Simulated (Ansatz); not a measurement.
**La: band structure with PBEsol**

La:

```xyz
2
Lattice="3.7500 0.0000 0.0000 -1.8750 3.2476 0.0000 0.0000 0.0000 6.0700" Properties=species:S:1:pos:R:3 pbc="T T T"
La    1.8750    1.0825    4.5525
La    0.0000    2.1651    1.5175
```

This isn't the form of La at room conditions, which is double hcp.

| Property | Result |
| --- | --- |
| Program | Ansatz 0.2.0 |
| Task | band structure |
| Functional | PBEsol |
| Potentials or basis | all-electron LAPW, inner shells corrected to Dirac's equation |
| Cutoff | 120 eV (chosen from the basis error) |
| Basis error allowed | 0.001 eV/atom |
| k mesh | 8 × 8 × 5 |
| Occupations | fermi-dirac, width 0.05 eV |
| Spin | no spin polarisation |

```yaml
Pressure: -1.4 GPa
Band_gap_along_the_path: none (metal or under the smearing width)
```

Stress tensor (GPa, compression positive):
```
-1.34  0.00  0.00
 0.00 -1.34  0.00
 0.00  0.00 -1.65
```

Levels at the corners of the path, in eV from the Fermi level:
```
point  band 25  band 26  band 27  band 28  band 29  band 30
    Γ    -3.23    -1.78     1.07     1.32     1.32     1.48
    M    -1.61    -1.18    -1.14     1.20     1.23     1.30
    K    -1.30     0.06     0.06     0.30     0.84     0.84
    Γ    -3.23    -1.78     1.07     1.32     1.32     1.48
    A    -1.89    -1.89     0.59     0.59     1.38     1.38
    L    -1.68    -1.68    -0.40    -0.40     1.53     1.53
    H    -0.66    -0.66    -0.22    -0.22     0.96     0.96
    A    -1.89    -1.89     0.59     0.59     1.38     1.38
```

Wall time 8.4 s on 2 threads of Arm Neoverse V1, with other jobs on the host, peak memory 0.28 GiB.

Caveat: spin-orbit coupling is left out, which moves the levels of the heavy elements.
